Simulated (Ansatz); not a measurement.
## Response of Se to small distortions

```
Se
1.0
     4.36620    0.00000    0.00000
    -2.18310    3.78124    0.00000
     0.00000    0.00000    4.95360
Se
3
Direct
  0.22540 0.00000 0.33333
  0.00000 0.22540 0.66667
  0.77460 0.77460 0.00000
```

Atoms are numbered in the order listed.

The conventional cell has a = 4.366 Å, b = 4.366 Å, c = 4.954 Å, α = 90.00°, β = 90.00°, γ = 120.00°. Around Se (atom 1) lie 2 Se at 2.37 Å.

The cell is COD entry 9012501, as deposited and not checked against the literature; nothing was relaxed.

The calculation used Ansatz 0.2.0, DFT, LDA, PAW with Ansatz's default frozen-core files, scalar-relativistic.

Settings: a Γ-centred 6×6×5 k mesh, Fermi–Dirac smearing of 0.03 eV, cutoff 420 eV, no spin polarisation; the PAW files were made with PBE, and the program remakes their frozen cores for this functional.

The unchanged cell is at -1.28 GPa.

Semilocal functionals give too small gaps.

x, y and z are the Cartesian axes of the cell as listed; fractional coordinates follow a strain, and an engineering shear is twice the off-diagonal strain component.

(1) With this change (equal xy, yz and zx engineering shear strains of -2 %), what becomes of the energy and stress and forces and gap?

With equal xy, yz and zx engineering shear strains of -1 %: energy change +1.3 meV/atom; stress change (xx, yy, zz, yz, xz, xy) 0.23, -0.18, 0.04, 0.48, 0.70, 0.35 GPa, compression positive; change of the force on Se3 (-0.093, -0.005, -0.180) eV/Å; gap on the k mesh 1.19 → 1.14 eV.

(2) With this change (equal xy, yz and zx engineering shear strains of +1 %), what becomes of the energy and stress and forces and gap?

With equal xy, yz and zx engineering shear strains of +2 %: energy change +4.8 meV/atom; stress change (xx, yy, zz, yz, xz, xy) -0.29, 0.48, 0.17, -0.92, -1.27, -0.64 GPa, compression positive; change of the force on Se3 (0.162, -0.011, 0.338) eV/Å; gap on the k mesh 1.19 → 1.04 eV.

Results:

(1) Energy change +5.2 meV/atom; stress change (xx, yy, zz, yz, xz, xy) 0.52, -0.32, 0.17, 0.98, 1.44, 0.72 GPa, compression positive; change of the force on Se3 (-0.194, -0.018, -0.368) eV/Å; gap on the k mesh 1.19 → 1.06 eV.

(2) Energy change +1.2 meV/atom; stress change (xx, yy, zz, yz, xz, xy) -0.17, 0.22, 0.04, -0.47, -0.66, -0.33 GPa, compression positive; change of the force on Se3 (0.085, -0.002, 0.172) eV/Å; gap on the k mesh 1.19 → 1.13 eV.
